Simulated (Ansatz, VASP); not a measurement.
**One calculation of CdS (Hawleyite), two programs**

```xyz
2
Lattice="2.8207 2.8207 0.0000 -2.8207 2.8207 0.0000 0.0000 2.8207 2.9626" Properties=species:S:1:pos:R:3 pbc="T T T"
Cd    0.0000    0.0000    0.0000
S     1.4103    4.2310    1.4813
```

Change from the starting cell: in-plane strain -0.02, out-of-plane length and atoms relaxed by PAW.

Alike in both runs: functional LDA; k mesh 8 × 8 × 8; no spin polarisation.

Ansatz relaxed the structure, and its values are those at the end. VASP's run is a single point on that final structure, the one shown.

|  | VASP | Ansatz |
| --- | --- | --- |
| version | VASP 6.6.1 | Ansatz 0.2.0 |
| potentials or method | VASP PAW LDA potentials, release 64 (Cd, S) | PAW with Ansatz's default frozen-core files, scalar-relativistic |
| plane-wave cutoff (eV) | 520 | 420 |
| occupations | gaussian, width 0.01 eV | fixed |
| valence electrons in the cell | 18 | 26 |

VASP gave:

| Item | Value |
| --- | --- |
| gap on the k mesh at the Fermi level (eV) | 0.94 |
| pressure (GPa) | 1.3 |

Task: Estimate Ansatz's values.

Result: gap on the k mesh at the Fermi level (eV): 0.91; pressure (GPa): 0.7.

The two sets of potentials don't hold the same shells in valence.
